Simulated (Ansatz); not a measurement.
# Ge (Cmmm) in Ansatz: further runs

Runs on Ge. Level: B3LYP. Tasks: single point, relaxation of cell and atoms.

Program: Ansatz 0.2.0. These are calculated values, not measurements. Logs are shortened: lines on timing, memory, paths and dates and some standing lists are left out, and cuts for length are marked.

## Step 1: Starting point

Symmetry: Cmmm, No. 65, orthorhombic system. The conventional cell has a = 2.794 Å, b = 5.201 Å, c = 2.698 Å, α = 90.00°, β = 90.00°, γ = 90.00°. Around Ge (site symmetry mmm) lie 8 Ge at 2.70 to 2.95 Å.

This isn't the form of Ge at room conditions, which is diamond.

## Step 2: Single point, B3LYP

Contents of input:

```
crystal:
  lattice:
    - [1.397149, -2.600516, 0.0]
    - [1.397149, 2.600516, 0.0]
    - [0.0, 0.0, 2.698231]
  atoms:
    - { symbol: Ge, position: [0.5, 0.5, 0.0] }
hamiltonian:
  xc: b3lyp
  pseudopotentials: { kind: paw }
kpoints:
  mp_grid: { grid: [6, 6, 5] }
scf:
  occupations: { method: fermi_dirac, width: 0.05 }
output:
  forces: true
  stress: true
  eigenvalues: true
  write_density: true
  write_potential: true
  elf: true
  volumetric_format: npy
```

Potentials or basis: Ansatz PAW.

Standard output:

```text
Warning: output.stress: scf.convergence.dr2_threshold = 1e-7 eV (the SCF's general default) is looser than the 1e-10 eV advised for a printed stress (1e-10 eV for each atom of the cell: 1). What an SCF threshold leaves in a stress goes as its square root, and in the free energy as the threshold itself, and one threshold admits the most on a small cell: of the crystals measured, under no hybrid functional and no lock of the moments, on runs that ended without the residual-converged pass, on stresses that held no estimate of that error, the worst erred by over 100 MPa in a component at 1e-7 eV an atom and by under 5 at 1e-10. Set scf.convergence.dr2_threshold to 1e-10 eV or tighter. The threshold is an SCF's pass mark: one that does not reach it within its budget of iterations ends unconverged, or closes short of it on a stop that the run arms, and scf.convergence.dr2_threshold's page says what that costs each kind of run
Warning: output.stress: scf.exx.energy_threshold = 1e-6 eV is looser than the 1e-8 eV advised for a stress under a hybrid functional (1e-8 eV for each atom of the cell: 1). Every SCF of the exchange loop can meet its threshold on dr2 while the loop round them stops early: no threshold on dr2 bounds what that leaves in the stress. Set scf.exx.energy_threshold to 1e-8 eV or tighter. The threshold is the loop's pass mark: a loop that does not reach it within its budget of cycles ends unconverged, and scf.exx.energy_threshold's page has the law
GPUs: using 1 of 1 available (devices: 1).
Engine: ansatz 0.2.0, x86_64-unknown-linux-gnu
Pseudopotentials: kind: paw
Pseudopotential: Ge, paw, valence charge 14, recommended cutoff 420 eV (normal), Ge.paw.azcp
Functional definition: B3LYP
  parameter a0 = 0.2
  parameter ax = 0.72
  parameter ac = 0.81
  exchange = (1 - a0 - ax)*slater_x + ax*b88_x + a0*exact_x
  correlation = (1 - ac)*vwn_rpa_c + ac*lyp_c
device memory: the entry about to start is reckoned to put 0.6 GiB on a device that reports 53.8 GiB free (of which the cap on the GPU budget leaves the run 18.0 GiB)
GPU FFT provider: cuFFT
GPU libraries: cuBLAS 13.8.2, cuFFT 12.4.0, cuSOLVER 12.3.4
Crystal: 1 atoms, lattice volume = 19.607 Å³
Basis set: ecut = 420 eV, 397 PW (Γ), exchange–correlation on 40×40×40 points (8 copies of the dense FFT grid, shifted against one another)
Bands: 11, of which v1, the nominal top of the filled ones, is band 7 counted from 1 (6 counted from 0)
Symmetry: 8 space group operations
Space group: Cmmm (ITA 65), of the structure as read, at distance tolerance 2.7e-5 Å
k-points: 39 of 180
Non-local potential: Ge, projectors of the file, l = 0: 2, l = 1: 2, l = 2: 3, l = 3: 1
PAW form: soft (Blöchl's): semilocal exchange-correlation on the pseudo side does not see the compensation charge
PAW frozen core: Ge, regenerated for the run's functional, and the local potential with it (the file was generated under x = pbe(κ = 0.804, μ = 0.2195149727645171), c = pbe(β = 0.06672455060314922))
PAW one-centre angular grid: Ge, 590 points (default); XC on 64 Gauss nodes
Initial density: superposition of atomic densities (neutral atoms: chi_scale 0, normalization atom), corrected by the library's trained network
Initial wavefunctions: pseudopotential atomic-orbital guess
GPU buffer pool allocated for 8000 grid points (all kernels)
GPU transforms: local potential and band sums: pruned to the plane-wave sphere, on 20×20×18
Functional: x = 0.1 slater + 0.9 b88, c = 0.19 vwn_rpa + 0.81 lyp, warm-up for x = 0.08 slater + 0.72 b88 + 0.2 exact, c = 0.19 vwn_rpa + 0.81 lyp
SCF iter   1: F=—  HF=-4302.617039 eV  |F-HF|=—  |Δ(HF+E_count)|=         —  Δρ=1.05e-2  dr2=1.82e-2  ethr=1.77e-3  ⟨swp⟩=7.4  Hψ=1788  notcnv=0
preconditioner: auto → none  [insulator: Δε(μ)=0.181 eV  Ē_g=27.181 eV  σ=0.050 eV  W_gap=0.72  n_scr=8 (ndim 8)  ℏωp=31.4 eV  f_vac=0.000  D(μ)=0.43/eV (n_scr^D=0)]
SCF iter   2: F=—  HF=-4302.611590 eV  |F-HF|=—  |Δ(HF+E_count)|=   5.45e-3  Δρ=4.81e-3  dr2=2.95e-3  ethr=1.30e-4  ⟨swp⟩=2.6  Hψ=893  notcnv=0  defer=5
iter 3 solved again at ethr=1.21e-7 eV; its pass at ethr=2.10e-5 eV (dr2=1.70e-5 eV) is discarded
SCF iter   3: F=—  HF=-4302.610780 eV  |F-HF|=—  |Δ(HF+E_count)|=   8.11e-4  Δρ=3.39e-4  dr2=1.57e-5  ethr=1.21e-7  ⟨swp⟩=3.0  Hψ=1748  notcnv=0
SCF iter   4: F=—  HF=-4302.610744 eV  |F-HF|=—  |Δ(HF+E_count)|=   3.61e-5  Δρ=1.67e-4  dr2=2.59e-6  ethr=1.12e-7  ⟨swp⟩=4.0  Hψ=1066  notcnv=0
[... 33 lines left out ...]
SCF iter   3: F=—  HF=-4303.626431 eV  |F-HF|=—  |Δ(HF+E_count)|=   2.20e-4  Δρ=3.24e-5  dr2=3.03e-7  ethr=4.71e-10  ⟨swp⟩=4.1  Hψ=1198  notcnv=0
SCF iter   4: F=—  HF=-4303.626431 eV  |F-HF|=—  |Δ(HF+E_count)|=   9.51e-8  Δρ=4.98e-6  dr2=4.47e-8  ethr=4.71e-10  ⟨swp⟩=3.0  Hψ=975  notcnv=0
SCF iter   5: F=—  HF=-4303.626431 eV  |F-HF|=—  |Δ(HF+E_count)|=   9.47e-9  Δρ=1.22e-6  dr2=4.29e-8  ethr=1.26e-11  ⟨swp⟩=3.0  Hψ=1275  notcnv=0
SCF iter   6: F=-4303.626432 eV  HF=-4303.626432 eV  |F-HF|=2.09e-9  |Δ(HF+E_count)|=   3.59e-7  Δρ=4.88e-6  dr2=5.93e-9  ethr=1.00e-12  ⟨swp⟩=4.6  Hψ=1261  notcnv=0
SCF 3 converged in 6 iterations: F = -4303.626432 eV  dr2 = 5.93e-9
  Residual-converged pass: ⟨swp⟩=1.3  Hψ=442  notcnv=0  max |occ|·‖R‖ = 2.4e-6 eV (tolerance 2.4e-6 eV)  dr2=5.93e-9  dr2_onsite=9.58e-11  max |Δocc| = 1.3e-15
hybrid outer 2: dexx = +7.163e-7 eV, tail = 1.78e-8 eV, Δε = 3.04e-3 eV (about 1.24e-4 eV left of the loop's levels)
hybrid SCF converged: 2 outer / 12 inner (+6 warm-up), last move |dexx| = 7.16e-7 eV, tail = 1.78e-8 eV
Stability not checked: this state was not tested for a lower state beside it, because the functional holds exact exchange (a hybrid, or Hartree-Fock), whose exchange loop this test does not read (fock_operator; see scf.lower_state_search)
Free energy (F): -4303.626432 eV
Frozen-core exchange: fock
Harris-Foulkes:  -4303.626432 eV  (|F-HF|=2.09e-9)
Internal energy: -4303.624667 eV  (E = F + TS)
E sigma→0 (E₀):  -4303.625549 eV
Entropy (-TS):   -0.001765 eV (-1.765 meV/atom)
Fermi energy:    10.442897 eV
--- Per-component energies (eV) ---
  E_band       = -153.742597
  E_kinetic    = 110.513400
  E_local      = -2189.874944  (includes V_loc(G=0)·N_el)
  E_nonlocal   = 412.994240
  E_hartree    = 960.639558
  E_xc         = -61.652317
  E_vxc        = -51.966236  (∫ρ·V_xc dr)
  E_exx        = -47.937102  (= α·E_x^exact, valence–valence)
  E_paw        = -1991.944466  (= ΣΔE_a)
  E_vpaw       = -260.815523  (= ΣTr[D̂ρ^β])
  E_aug_tail   = 0.000286  (compensation charges beyond the density's cutoff)
  E_ewald      = -1496.257385
  E_core_change = -0.105936  (= ΣΔE_core)
  E_smearing   = -0.001765  (= −TS)
  E_closure    = 0.000000  (closes the sum)
  Σ components = -4303.626432   (vs F -4303.626432, Δ=0.00e0)
--- Forces (eV/Å), atoms counted from 1 ---
  atom   1  Ge     0.00000000     0.00000000     0.00000000
  max |Σ_I F_I| component: 0.00e0 eV/Å
--- Stress (GPa, compression-positive) ---
        8.958874       0.000000       0.000000
        0.000000      -4.841816       0.000000
        0.000000       0.000000       9.897275
  P = ⅓ Tr σ = 4.6714 GPa (46.714 kbar)
--- Band table (eV; the first three rows and the last of 39) ---
  k-point 0: bands = ["-17.2836", "-17.2488", "-17.1977", "-17.0800", "-17.0500", "-3.9199", "18.1470", "18.5971", "20.1541", "21.7254", "24.2195"]
  k-point 1: bands = ["-17.2453", "-17.2152", "-17.1948", "-17.1036", "-17.0728", "-3.0690", "12.0364", "19.3493", "20.9091", "24.6105", "26.4997"]
  k-point 2: bands = ["-17.2398", "-17.1901", "-17.1419", "-17.1098", "-17.1047", "-0.7339", "5.4475", "21.0634", "22.6242", "26.6664", "28.1697"]
  k-point 38: bands = ["-17.2585", "-17.2020", "-17.1205", "-17.1086", "-17.0265", "3.9530", "7.0859", "9.2922", "15.6563", "19.0975", "23.9844"]
```

rho_z.tsv:

```text
# z_ang	rho[e/angstrom^3]
# format = ansatz-planar-average/11
# lattice	1.397149000	-2.600516000	0.000000000
# lattice	1.397149000	2.600516000	0.000000000
# lattice	0.000000000	0.000000000	2.698231000
# sites	1
# site	32	1.397149000	0.000000000	0.000000000
0.000000	2.591741e0
0.134912	2.188933e0
0.269823	1.385830e0
0.404735	7.653550e-1
0.539646	4.481817e-1
0.674558	3.020213e-1
[... 12 lines left out ...]
2.428408	1.385830e0
2.563319	2.188933e0
```

v_z.tsv:

```text
# z_ang	v_es[eV]	v_tot[eV]
# format = ansatz-planar-average/11
# xc	b3lyp
# density_cutoff_ev	1680
# datasets	Ge=:simpson_from_first_knot:soft:fock:shift=-835685
# lattice	1.397149000	-2.600516000	0.000000000
# lattice	1.397149000	2.600516000	0.000000000
# lattice	0.000000000	0.000000000	2.698231000
# sites	1
# site	32	1.397149000	0.000000000	0.000000000
0.000000	-2.520327e0	-1.291107e1
0.134912	-2.127064e0	-1.242406e1
0.269823	-9.954812e-1	-1.096796e1
0.404735	7.339170e-1	-8.675047e0
0.539646	2.907300e0	-5.824752e0
0.674558	5.394764e0	-2.677283e0
[... 12 lines left out ...]
2.428408	-9.954812e-1	-1.096796e1
2.563319	-2.127064e0	-1.242406e1
```

It took 15 s on 1 × NVIDIA H100 80GB HBM3 with 2 threads of AMD EPYC 7R13 (Zen 3), shared host; peak memory 1.5 GiB.

What came out:

```
Free energy            : -4303.6264 eV
Pressure               : 4.7 GPa
Band gap on the k mesh : none (metal or under the smearing width)
```

Levels at points of the mesh, in eV from the Fermi level:
```tsv
k point	band 5	band 6	band 7	band 8	band 9	band 10
(0.00, 0.00, 0.00)	-27.49	-14.36	7.70	8.15	9.71	11.28
(0.00, -0.50, 0.00)	-27.53	-8.91	-5.98	4.30	8.60	11.67
(-0.50, -0.50, 0.00)	-27.50	-9.82	-6.17	6.15	10.28	10.99
```

Caveat: the k mesh is coarse (spacing up to 0.47 Å⁻¹), so the values aren't converged, least of all with exact exchange; the PAW data sets come from PBE, with cores solved anew for the run's functional, which leaves a small shift of forces and pressure; the thresholds are loose for stress.

## Step 3: Relaxation of cell and atoms, B3LYP

input: that of step 2 with these lines changed.

```diff
@@ -22 +22,5 @@
   volumetric_format: npy
+relax:
+  f_tol: 0.01
+  max_steps: 40
+  cell: { stress_tol: 0.05 }
```

Potentials or basis: Ansatz PAW.

Wall time 44 s (1 × NVIDIA H100 80GB HBM3 with 2 threads of AMD EPYC 7R13 (Zen 3), shared host); peak memory 1.6 GiB.

Results (log left out):

```yaml
Free_energy: -4303.6784 eV
Relaxed_volume: 20.72 Å³/atom
Relaxed_cell: a = 2.924 Å, b = 2.924 Å, c = 2.799 Å, α = 90.00°, β = 90.00°, γ = 120.01°
Space_group_after_relaxing_to_0.05_Å: P6/mmm (No. 191)
Energy_gained_by_relaxing: 52.0 meV/atom
Ionic_steps: 6
Pressure_after_relaxing: 0.0 GPa
Band_gap_on_the_k_mesh: none (metal or under the smearing width)
```

The path:
```csv
step,energy change (eV),largest force (eV/Å),volume (Å³)
1,0.0000,0.0000,19.61
2,-0.0503,0.0000,20.66
3,-0.0516,0.0000,20.70
4,-0.0516,0.0000,20.72
5,-0.0516,0.0000,20.72
6,-0.0520,0.0000,20.72
```

Final structure:
```
CELL_PARAMETERS angstrom
1.46164 -2.53222 0.00000
1.46164 2.53222 0.00000
0.00000 0.00000 2.79935
ATOMIC_POSITIONS crystal
Ge 0.50000 0.50000 0.00000
```

Levels at points of the mesh, in eV from the Fermi level:
```
             k point  band 3  band 4  band 5  band 6  band 7  band 8  band 9  band 10  band 11
  (0.00, 0.00, 0.00)  -27.28  -27.14  -27.14  -13.52    7.10    9.32    9.33    11.01    15.50
 (0.00, -0.50, 0.00)  -27.19  -27.17  -27.15   -8.54   -5.31    5.33    9.58    10.68    16.82
(-0.50, -0.50, 0.00)  -27.19  -27.17  -27.15   -8.55   -5.31    5.34    9.58    10.68    16.82
```

Caveat: the k mesh is coarse (spacing up to 0.47 Å⁻¹), so the values aren't converged, least of all with exact exchange; the plane-wave basis is chosen anew once the cell has moved, so the energies of steps on either side of that aren't comparable; the PAW data sets come from PBE, with cores solved anew for the run's functional, which leaves a small shift of forces and pressure.
